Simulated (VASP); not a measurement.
# Mo (Im-3m) in VASP: further runs, part 2 of 2

VASP 6.6.1.

### Step 3. Relaxation of cell and atoms, PBE

This run uses another cell than the first one, of 15.82 Å³/atom, 1.016 times its volume.

INCAR reads:

```
  ALGO = Normal
  EDIFF = 1E-7
  EDIFFG = -0.005
  ENCUT = 520
  GGA = PE
  IBRION = 2
  ISIF = 3
  ISMEAR = 0
  LASPH = T
  LCHARG = F
  LREAL = F
  LWAVE = F
  NELM = 120
  NSW = 60
  POTIM = 0.3
  PREC = Accurate
  SIGMA = 0.1
```

KPOINTS reads:

```
k-points
0
Gamma
  19 19 19
```

POSCAR reads:

```
Mo                                      
1.0
   -1.5815210587      1.5815210587      1.5815210587
    1.5815210587     -1.5815210587      1.5815210587
    1.5815210587      1.5815210587     -1.5815210587
  Mo            
     1
Direct
     0.0000000000000000    0.0000000000000000    0.0000000000000000
```

Potentials or basis: VASP PAW PBE potentials, release 64 (Mo_sv).

Launch:

```console
cat potpaw_PBE.64/Mo_sv/POTCAR > POTCAR
mpirun -np 1 vasp_std > vasp.out
```

OUTCAR:

```text
EDIFF = 1E-7
   EDIFFG = -0.005
   ENCUT = 520
   GGA = PE
   IBRION = 2
   ISIF = 3
   ISMEAR = 0
   LASPH = T
   LREAL = F
   NELM = 120
   NSW = 60
   POTIM = 0.3
   PREC = Accurate

 ion  position               nearest neighbor table
   1  0.000  0.000  0.000-

  LATTYP: Found a body centered cubic cell.
 ALAT       =     3.1630421174

  Lattice vectors:

 A1 = (  -1.5815210587,   1.5815210587,   1.5815210587)
 A2 = (   1.5815210587,  -1.5815210587,   1.5815210587)
 A3 = (   1.5815210587,   1.5815210587,  -1.5815210587)

Analysis of symmetry for initial positions (statically):
=====================================================================
 Subroutine PRICEL returns:
 Original cell was already a primitive cell.

 Routine SETGRP: Setting up the symmetry group for a
 body centered cubic supercell.

 Subroutine GETGRP returns: Found 48 space group operations
 (whereof 48 operations were pure point group operations)
 out of a pool of 48 trial point group operations.

The static configuration has the point symmetry O_h .

Analysis of symmetry for dynamics (positions and initial velocities):
=====================================================================
 Subroutine PRICEL returns:
 Original cell was already a primitive cell.

 Routine SETGRP: Setting up the symmetry group for a
 body centered cubic supercell.

 Subroutine GETGRP returns: Found 48 space group operations
 (whereof 48 operations were pure point group operations)
 out of a pool of 48 trial point group operations.

The dynamic configuration has the point symmetry O_h .

 Subroutine INISYM returns: Found 48 space group operations
 (whereof 48 operations are pure point group operations),
 and found     1 'primitive' translations

----------------------------------------------------------------------------------------

                                     Primitive cell

  volume of cell :      15.8229

  direct lattice vectors                    reciprocal lattice vectors
    -1.581521059  1.581521059  1.581521059     0.000000000  0.316151339  0.316151339
     1.581521059 -1.581521059  1.581521059     0.316151339  0.000000000  0.316151339
     1.581521059  1.581521059 -1.581521059     0.316151339  0.316151339  0.000000000

  length of vectors
     2.739274827  2.739274827  2.739274827     0.447105511  0.447105511  0.447105511

  position of ions in fractional coordinates (direct lattice)
     0.000000000  0.000000000  0.000000000

  ion indices of the primitive-cell ions
   primitive index   ion index
                 1           1

----------------------------------------------------------------------------------------

 KPOINTS: k-points

Automatic generation of k-mesh.
 Grid dimensions read from file:
 generate k-points for:   19   19   19

 Generating k-lattice:

  Cartesian coordinates                     Fractional coordinates (reciprocal lattice)
     0.000000000  0.016639544  0.016639544     0.052631579  0.000000000  0.000000000
     0.016639544  0.000000000  0.016639544     0.000000000  0.052631579  0.000000000
[... 49 lines left out ...]
   PREC   = accura    normal or accurate (medium, high low for compatibility)
   ISTART =      0    job   : 0-new  1-cont  2-samecut
   ICHARG =      2    charge: 1-file 2-atom 10-const
   ISPIN  =      1    spin polarized calculation?
   LNONCOLLINEAR =      F non collinear calculations
   LSORBIT =      F    spin-orbit coupling
   LASPH  =      T    aspherical Exc in radial PAW
   ENCUT  =  520.0 eV  38.22 Ry    6.18 a.u.   5.09  5.09  5.09*2*pi/ulx,y,z
   NELM   =    120;   NELMIN=  2; NELMDL= -5     # of ELM steps
   EDIFF  = 0.1E-06   stopping-criterion for ELM
   LREAL  =      F    real-space projection
   EDIFFG = -.5E-02   stopping-criterion for IOM
   NSW    =     60    number of steps for IOM
   IBRION =      2    ionic relax: 0-MD 1-quasi-New 2-CG
   NFREE  =      1    steps in history (QN), initial steepest desc. (CG)
   ISIF   =      3    stress and relaxation
   ISYM   =      2    0-nonsym 1-usesym 2-fastsym
   POTIM  = 0.3000    time-step for ionic-motion
   TEBEG  =    0.0;   TEEND  =   0.0 temperature during run
   PSTRESS=    0.0 pullay stress
   NELECT =      14.0000    total number of electrons
   NUPDOWN=      -1.0000    fix difference up-down
   EMIN   =  10.00;   EMAX   =-10.00  energy-range for DOS
   EFERMI =   0.00;   METHOD = LEGACY
   ISMEAR =     0;   SIGMA  =   0.10  broadening in eV -4-tet -1-fermi 0-gaus
   EFERMI_NEDOS =   21; number of points for ismear=-14 and -15
   IALGO  =     38    algorithm
   IMIX   =      4    mixing-type and parameters
     AMIX     =   0.40;   BMIX     =  1.00
     AMIX_MAG =   1.60;   BMIX_MAG =  1.00
  volume/ion in A,a.u.               =      15.82       106.78
  Fermi-wavevector in a.u.,A,eV,Ry     =   1.571650  2.969988 33.607534  2.470084
  Thomas-Fermi vector in A             =   2.673202
   LORBIT       =      0    0 simple, 1 ext, 2 COOP (PROOUT), +10 PAW based schemes
   GGA     = PE    functional components
   LHFCALC =     F    Hartree Fock is set to
   AEXX    =    0.0000 exact exchange contribution
   IVDW    =     0    specifies the selected vdW correction
   LEPSILON=     F    determine dielectric tensor
   LRPA    =     F    only Hartree local field effects (RPA)
 conjugate gradient relaxation of ions
 non-spin polarized calculation
 Gauss-broadening in eV      SIGMA  =   0.10
  energy-cutoff  :      520.00
  volume of cell :       15.82
 maximum number of plane-waves:       439
   NGX = 11   NGY = 11   NGZ = 11

--------------------------------------- Ionic step        1  -------------------------------------------

 number of electron      14.0000004 magnetization

 Free energy of the ion-electron system (eV)
  ---------------------------------------------------
  ext. energy  EPLUGINS =         0.00000000
  ---------------------------------------------------
  free energy    TOTEN  =       -10.93710395 eV

  energy without entropy =      -10.93381411  energy(sigma->0) =      -10.93545903

------------------------ aborting loop because EDIFF is reached ----------------------------------------

  FORCE on cell =-STRESS in cart. coord.  units (eV):
  Direction    XX          YY          ZZ          XY          YZ          ZX
  --------------------------------------------------------------------------------------
  -------------------------------------------------------------------------------------
  Total       -0.0064136     -0.0064136     -0.0064136      0.0000000      0.0000000      0.0000000
  in kB       -0.6494254     -0.6494254     -0.6494254      0.0000000      0.0000000      0.0000000
  external PRESSURE =      -0.6494254 kB  Pullay stress =       0.0000000 kB
[... 57 lines left out ...]
--------------------------------------- Ionic step        3  -------------------------------------------

 number of electron      14.0000004 magnetization

 Free energy of the ion-electron system (eV)
  ---------------------------------------------------
  ext. energy  EPLUGINS =         0.00000000
  ---------------------------------------------------
  free energy    TOTEN  =       -10.93710484 eV

  energy without entropy =      -10.93381398  energy(sigma->0) =      -10.93545941

 E-fermi :  12.4275     XC(G=0): -13.3239

 val. band max:       12.4017059007   @ k =   0.3684   0.1053   0.0526
 cond. band min:      12.4619578562   @ k =   0.3684   0.0526   0.0000
 fundamental gap:      0.0602519555
 Fermi energy:        12.4275175747

 k-point     1 :       0.0000    0.0000    0.0000
  band No.  band energies     occupation
      1     -48.8796      2.00000
      2     -22.1727      2.00000
      3     -22.1727      2.00000
      4     -22.1727      2.00000
      5       5.2066      2.00000
      6      11.0601      2.00000
      7      11.0601      2.00000
      8      11.0601      2.00000
      9      14.0419      0.00000
     10      14.0419      0.00000
     11      27.2167      0.00000
[... 309 lines left out ...]
 k-point    24 :       0.3158    0.1053    0.0000
  band No.  band energies     occupation
      1     -48.6600      2.00000
      2     -23.2969      2.00000
      3     -22.5685      2.00000
      4     -22.2342      2.00000
      5       7.7044      2.00000
      6       9.3956      2.00000
      7      11.5564      2.00000
      8      13.7519      0.00000
      9      14.7281      0.00000
     10      16.3769      0.00000
     11      25.3450      0.00000

 [... further k-points ...]

------------------------ aborting loop because EDIFF is reached ----------------------------------------

  FORCE on cell =-STRESS in cart. coord.  units (eV):
  Direction    XX          YY          ZZ          XY          YZ          ZX
  --------------------------------------------------------------------------------------
  -------------------------------------------------------------------------------------
  Total       -0.0002137     -0.0002137     -0.0002137      0.0000000      0.0000000     -0.0000000
  in kB       -0.0216464     -0.0216464     -0.0216464      0.0000000      0.0000000     -0.0000000
  external PRESSURE =      -0.0216464 kB  Pullay stress =       0.0000000 kB
[... 16 lines left out ...]
  FREE ENERGIE OF THE ION-ELECTRON SYSTEM (eV)
  ---------------------------------------------------
  free  energy   TOTEN  =       -10.9371048414 eV

  energy  without entropy=      -10.9338139752  energy(sigma->0) =      -10.93545941

 reached required accuracy - stopping structural energy minimisation
```

Run time: 24 s. Hardware: 1 thread of Intel Xeon 6975P-C (Granite Rapids), shared host; peak memory 0.14 GiB.

What came out:

```
Free energy                            : -10.9371 eV
Relaxed volume                         : 15.82 Å³/atom
Relaxed cell                           : a = 2.739 Å, b = 2.739 Å, c = 2.739 Å, α = 109.47°, β = 109.47°, γ = 109.47°
Space group after relaxing (to 0.05 Å) : Im-3m (No. 229)
Energy gained by relaxing              : 0.0 meV/atom
Ionic steps                            : 3
Pressure after relaxing                : 0.0 GPa
Band gap on the k mesh                 : none (metal or under the smearing width)
```

Final structure:
```
Mo
1.0
    -1.58138    1.58138    1.58138
     1.58138   -1.58138    1.58138
     1.58138    1.58138   -1.58138
Mo
1
Direct
  0.00000 0.00000 0.00000
```

Levels at points of the mesh, in eV from the Fermi level:
| k point | band 4 | band 5 | band 6 | band 7 | band 8 | band 9 | band 10 | band 11 |
| --- | --- | --- | --- | --- | --- | --- | --- | --- |
| (0.00, 0.00, 0.00) | -34.60 | -7.22 | -1.37 | -1.37 | -1.37 | 1.61 | 1.61 | 14.79 |
